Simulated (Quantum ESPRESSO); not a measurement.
Si:

```xyz
2
Lattice="0.0000 2.7219 2.7219 2.7219 0.0000 2.7219 2.7219 2.7219 0.0000" Properties=species:S:1:pos:R:3 pbc="T T T"
Si    2.7219    2.7219    2.7219
Si    4.0828    4.0828    4.0828
```

* Program: Quantum ESPRESSO 7.5
* Task: phonon dispersion
* Functional: LDA
* Potentials or basis: PseudoDojo 0.4.1 SR LDA standard
* Cutoff: 435 eV
* Density cutoff: 1742 eV
* k mesh: 6 × 6 × 6, shifted
* Occupations: fermi-dirac, width 0.05 eV
* Spin: no spin polarisation
* Form of the LDA correlation: PW92
* Mixing beta: 0.5
* Most SCF iterations: 120
* SCF threshold: 4e-10 Ry
* q mesh: 3 × 3 × 3

The cell and the atoms were relaxed first, to 19.61 Å³/atom (a = 3.814 Å, b = 3.814 Å, c = 3.814 Å, α = 60.00°, β = 60.00°, γ = 60.00°), and the response was taken there.

The first run showed a gap, so the response started from a second, tighter run with fixed occupations.

Q: What are the zero-point energy, and the vibrational entropy and heat capacity at 300 K?

A: Zero-point energy 61.3 meV/atom; entropy 2.37 k_B/atom (19.7 J/(K·mol of atoms)); Cv 2.39 k_B/atom, 80 % of the classical limit. These are harmonic values without the electrons' part.

Phonon frequencies at the corners of the path (cm⁻¹, interpolated; i marks imaginary ones):
| point | frequencies |
| --- | --- |
| Γ | 0 0 0 514 514 514 |
| X | 119 119 406 406 453 453 |
| W | 181 181 362 362 468 468 |
| K | 137 198 360 378 460 478 |
| L | 100 100 375 405 487 487 |
| U | 137 198 360 378 460 478 |

Harmonic thermodynamics per atom at this volume (zero-point energy 61.3 meV):
```csv
T (K),free energy (meV),entropy (k_B),heat capacity Cv (k_B)
50,61.2,0.11,0.32
100,59.9,0.52,0.93
200,51.2,1.49,1.90
300,34.5,2.37,2.39
500,-18.4,3.69,2.75
800,-132.2,5.02,2.90
```

Phonon states per cell in windows of 25 cm⁻¹ (negative: imaginary):
```csv
from (cm⁻¹),total
0,0.00
25,0.00
50,0.03
75,0.09
100,0.35
125,0.81
150,0.41
175,0.33
200,0.06
225,0.05
250,0.07
275,0.10
300,0.20
325,0.36
350,0.12
375,0.26
400,0.29
425,0.19
450,0.83
475,1.29
500,0.13
```
